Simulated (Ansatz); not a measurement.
**In2O3 (R-3c): the host for defect calculations**

Aim: the runs on the perfect crystal In2O3 (R-3c) that a defect calculation needs first.

Main program and level: Ansatz 0.2.0; plane-wave PAW DFT, r2SCAN; relaxation of the host's cell and atoms; PAW set soft_1, in the first sound run; inputs show where later runs differ.

Most raw output is cut from this account.

## (1) Starting point

It takes space group R-3c (No. 167, trigonal). Conventional cell: a = 5.516 Å, b = 5.516 Å, c = 14.591 Å, α = 90.00°, β = 90.00°, γ = 120.00°. Nearest to In lie 6 O at 2.13 to 2.26 Å. O has 4 In at 2.13 to 2.26 Å nearest. Farther neighbours and most contacts between anions are not listed.

## (2) Host cell relaxation

Cell and atoms are relaxed together, until forces and stress fall under their thresholds.

File cell/input.yaml:

```yaml
crystal:
  lattice:
    - [2.7581043, 1.5923923, 4.8636868]
    - [-2.7581043, 1.5923923, 4.8636868]
    - [0.0, -3.1847845, 4.8636868]
  atoms:
    - { symbol: In, position: [0.642884, 0.642884, 0.642884] }
    - { symbol: In, position: [0.857116, 0.857116, 0.857116] }
    - { symbol: In, position: [0.357116, 0.357116, 0.357116] }
    - { symbol: In, position: [0.142884, 0.142884, 0.142884] }
    - { symbol: O, position: [0.0464953, 0.75, 0.4535047] }
    - { symbol: O, position: [0.75, 0.4535047, 0.0464953] }
    - { symbol: O, position: [0.4535047, 0.0464953, 0.75] }
    - { symbol: O, position: [0.9535047, 0.25, 0.5464953] }
    - { symbol: O, position: [0.5464953, 0.9535047, 0.25] }
    - { symbol: O, position: [0.25, 0.5464953, 0.9535047] }
basis:
  ecutwfc: 500
  xc_grid: 2
hamiltonian:
  xc: r2scan
  pseudopotentials: { kind: paw, azcp: { folder: soft_1 } }
kpoints:
  mp_grid: { grid: [6, 6, 6] }
scf:
  occupations: { method: fixed }
  max_iter: 100
relax:
  f_tol: 0.005
  max_steps: 60
  cell: {}
output:
  forces: true
  stress: true
checkpoint:
  write: "../cell.run"
  compress: false
  write_wavefunctions: false
  write_every: 100000
```

Started as:

```bash
$ ansatz run input.yaml --threads 10 --pin off --max-ram 37683MiB --backend cpu --events-out ev --progress --plain --runs-dir out
```

Run time: 7.3 s. Hardware: 10 threads of AMD EPYC 7R13 (Zen 3), shared host; peak memory 1 GiB.

The steps of the relaxation:

```csv
step,energy less that of the first step (eV),largest force component (eV/Å),pressure (GPa),volume (Å³)
1,0.0000,0.0194,-0.83,128.17
2,-0.0018,0.0107,0.11,127.49
3,-0.0018,0.0049,0.03,127.56
4,-0.0018,0.0006,0.00,127.58
5*,-0.0016,0.0006,0.00,127.58
```

Relaxation steps marked * repeat the geometry before them on a plane-wave basis chosen anew for their cell, so energy and pressure can jump there.

The run keeps the 12 symmetry operations that it works with, so distortions that break them were not tested.

```csv
"conventional cell, symmetrised",before,after,change
a (Å),5.516,5.509,-0.1 %
b (Å),5.516,5.509,-0.1 %
c (Å),14.591,14.563,-0.2 %
volume (Å³/atom),12.82,12.76,-0.5 %
```

This step gave:

- pressure: 8.04e-5 GPa

The cell shrank by 0.5 % in volume.

## (3) Dielectric tensors of the host

The response to a uniform electric field gives the electronic dielectric tensor.

This step: plane-wave PAW DFPT, PBEsol; dielectric tensors, Born charges and zone-centre modes of the host; PAW set soft_1 (Ansatz 0.2.0).

File eps/input.yaml:

```yaml
crystal:
  lattice:
    - [2.7543477415, 1.5902234266, 4.8544967434]
    - [-2.7543477415, 1.5902234266, 4.8544967434]
    - [0.0, -3.1804468034, 4.8544967598]
  atoms:
    - { symbol: In, position: [0.6429342122, 0.6429342122, 0.6429342122] }
    - { symbol: In, position: [0.8570657878, 0.8570657878, 0.8570657878] }
    - { symbol: In, position: [0.3570657878, 0.3570657878, 0.3570657878] }
    - { symbol: In, position: [0.1429342122, 0.1429342122, 0.1429342122] }
    - { symbol: O, position: [0.0465888751, 0.75, 0.4534111249] }
    - { symbol: O, position: [0.75, 0.4534111249, 0.0465888751] }
    - { symbol: O, position: [0.4534111249, 0.0465888751, 0.75] }
    - { symbol: O, position: [0.9534111249, 0.25, 0.5465888751] }
    - { symbol: O, position: [0.5465888751, 0.9534111249, 0.25] }
    - { symbol: O, position: [0.25, 0.5465888751, 0.9534111249] }
basis:
  ecutwfc: 420
hamiltonian:
  xc: pbesol
  pseudopotentials: { kind: paw, azcp: { folder: soft_1 }, xc_functional: pbe }
kpoints:
  mp_grid: { grid: [5, 5, 5] }
scf:
  occupations: { method: fixed }
  max_iter: 100
phonons:
  method: dfpt
  dielectric: true
  rigid_motions: translations
```

The job ended after 52 s (10 threads; peak memory 2.3 GiB; 7.6 min of CPU time).

Electronic dielectric tensor:

```
5.22 0.00 0.00
0.00 5.22 0.00
0.00 0.00 4.98
```

Static dielectric tensor:

```
12.14  0.00  0.00
 0.00 12.14  0.00
 0.00  0.00 15.15
```

The principal values of the electronic dielectric tensor are 4.98, 5.22 and 5.22. The principal values of the static dielectric tensor are 12.14, 12.14 and 15.15.

## (4) Primitive cell on a dense mesh

A dense mesh gives the host's converged energy, against which the supercell's sampling is tested.

This step: plane-wave PAW DFT, r2SCAN; single point of the host's primitive cell on a dense mesh; PAW set soft_1 (Ansatz 0.2.0).

dense/input.yaml, as its differences from eps/input.yaml of step 3:

```diff
@@ -17,14 +17,11 @@
 basis:
-  ecutwfc: 420
+  ecutwfc: 500
+  xc_grid: 2
 hamiltonian:
-  xc: pbesol
-  pseudopotentials: { kind: paw, azcp: { folder: soft_1 }, xc_functional: pbe }
+  xc: r2scan
+  pseudopotentials: { kind: paw, azcp: { folder: soft_1 } }
 kpoints:
-  mp_grid: { grid: [5, 5, 5] }
+  mp_grid: { grid: [6, 6, 6] }
 scf:
-  occupations: { method: fixed }
-  max_iter: 100
-phonons:
-  method: dfpt
-  dielectric: true
-  rigid_motions: translations
+  occupations: { method: fermi_dirac, width: 0.01 }
+  max_iter: 80
```

The job ended after 1.7 s (10 threads; peak memory 1 GiB).

## (5) Self-consistent run

This step: plane-wave PAW DFT, r2SCAN; single point of the defect-free supercell, a test of its k-points; PAW set soft_1 (Ansatz 0.2.0).

System of this step: In2O3 (R-3c). The cell holds 80 atoms: 32 In and 48 O. Cell: a = 11.607 Å, b = 11.607 Å, c = 11.607 Å, α = 56.7°, β = 56.7°, γ = 56.7°.

File pristine.sampling/input.yaml:

```yaml
crystal:
  lattice:
    - [5.5086954831, 3.1804468533, 9.7089934868]
    - [-5.5086954831, 3.1804468533, 9.7089934868]
    - [0.0, -6.3608936068, 9.7089935195]
  atoms:
    - { symbol: In, position: [0.3214671061, 0.3214671061, 0.3214671061] }
    - { symbol: In, position: [0.4285328939, 0.4285328939, 0.4285328939] }
    - { symbol: In, position: [0.1785328939, 0.1785328939, 0.1785328939] }
    - { symbol: In, position: [0.0714671061, 0.0714671061, 0.0714671061] }
    - { symbol: O, position: [0.0232944376, 0.375, 0.2267055624] }
    - { symbol: O, position: [0.375, 0.2267055624, 0.0232944376] }
    - { symbol: O, position: [0.2267055624, 0.0232944376, 0.375] }
    - { symbol: O, position: [0.4767055624, 0.125, 0.2732944376] }
[... 68 atom lines left out ...]
    - { symbol: O, position: [0.7267055625, 0.5232944376, 0.875] }
    - { symbol: O, position: [0.9767055624, 0.625, 0.7732944375] }
    - { symbol: O, position: [0.7732944375, 0.9767055624, 0.625] }
    - { symbol: O, position: [0.625, 0.7732944375, 0.9767055624] }
basis:
  ecutwfc: 500
  xc_grid: 2
hamiltonian:
  xc: r2scan
  pseudopotentials: { kind: paw, azcp: { folder: soft_1 } }
kpoints:
  mp_grid: { grid: [1, 1, 1], shift: [0.25, 0.25, 0.25] }
scf:
  occupations: { method: fermi_dirac, width: 0.01 }
  max_iter: 80
```

Started as:

```bash
$ ansatz run input.yaml --threads 10 --pin off --max-ram 37683MiB --backend cuda --events-out ev --progress --plain --runs-dir out
```

Wall time 2.5 s (1 × NVIDIA H100 80GB HBM3 with 10 threads); peak memory 1.3 GiB.

Numbers from this step:

```
energy over dense mesh : 0.006400 eV/atom
```

## (6) Defect free supercell relaxed from its symmetric sites

This cell, the one that will hold the defects, is built from the relaxed host. Its coarser k-points can move the atoms a little, so it is relaxed from the symmetric sites, as the reference for the test of stability.

This step: plane-wave PAW DFT, r2SCAN; relaxation of the defect-free supercell from its symmetric sites; PAW set soft_1 (Ansatz 0.2.0).

pristine.symmetric/input.yaml, as its differences from pristine.sampling/input.yaml of step 5:

```diff
@@ -97 +97,12 @@
   max_iter: 80
+output:
+  forces: true
+relax:
+  f_tol: 0.01
+  max_steps: 60
+  escape_saddle: false
+checkpoint:
+  write: "../pristine.symmetric.run"
+  compress: false
+  write_wavefunctions: false
+  write_every: 100000
```

Wall time 3.6 s (1 × NVIDIA H100 80GB HBM3 with 10 threads); peak memory 1.4 GiB.

Hardly anything moved in the relaxation; the energy changed by under 0.2 meV an atom.

## (7) Defect free supercell relaxed from displaced atoms

This step: plane-wave PAW DFT, r2SCAN; relaxation of the defect-free supercell from random displacements, a test of the host's stability; PAW set soft_1 (Ansatz 0.2.0).

pristine.rattled/input.yaml, as its differences from pristine.symmetric/input.yaml of step 6:

```diff
@@ -101,6 +101,6 @@
   f_tol: 0.01
-  max_steps: 60
-  escape_saddle: false
+  max_steps: 120
+  random_displacement: { amplitude: 0.08, seed: 6181 }
 checkpoint:
-  write: "../pristine.symmetric.run"
+  write: "../pristine.rattled.run"
   compress: false
```

Wall time 5.2 s (1 × NVIDIA H100 80GB HBM3 with 10 threads); peak memory 1.4 GiB.

The steps of the relaxation:

```csv
step,energy less that of the first step (eV),largest force component (eV/Å)
1,0.0000,2.0364
2,-2.7063,1.1435
3,-3.5060,0.0228
4,-3.5060,0.0231
5,-3.5068,0.0006
```

The relaxation ends 44 meV an atom lower than the displaced start, with a largest force component of 6.2e-4 eV/Å.

## (8) Results

```json
{
  "primitive cell vectors, lengths": "5.804, 5.804, 5.804 Å",
  "electronic dielectric constant": "principal values (4.98, 5.22, 5.22)",
  "static dielectric constant": "principal values (12.14, 12.14, 15.15)",
  "gap on the k-mesh of the response run (PBEsol)": "1.12 eV",
  "supercell relaxed in its symmetry less the displaced and relaxed one": "0.000 eV",
  "energy an atom at one point at (¼, ¼, ¼) less that on the dense mesh": "0.006 eV"
}
```

Step 7: The energy fell by 3.507 eV from the randomly displaced start; the atoms end within 0.005 Å of the sites as typed, once the mean shift is taken out. The displaced cell ends within 0.01 eV of the symmetric one relaxed in its symmetry, so no lower structure shows in this supercell. The k-mesh can miss the band edges, so this gap is an upper bound at this level. All at zero temperature.

[Logs are printed without paths, hosts, clocks, repeated set-up lines and the standing remarks that a program may print on its own settings, such as how far it seeks lower states.]

[Hosts, paths, dates, database ids (printed as entryN), source tags and the programs' standing remarks are cut or masked in the printed files.]

[Runs of the host that timed out are not shown.]

[For some hosts the program warned that the k-mesh of the response run may be too coarse for force constants and the static dielectric constant; such warnings are not always shown.]

[The program warned that the k-mesh of a response run behind this text may be too coarse: force constants, and the static dielectric constant and all else formed from them, are not shown converged.]
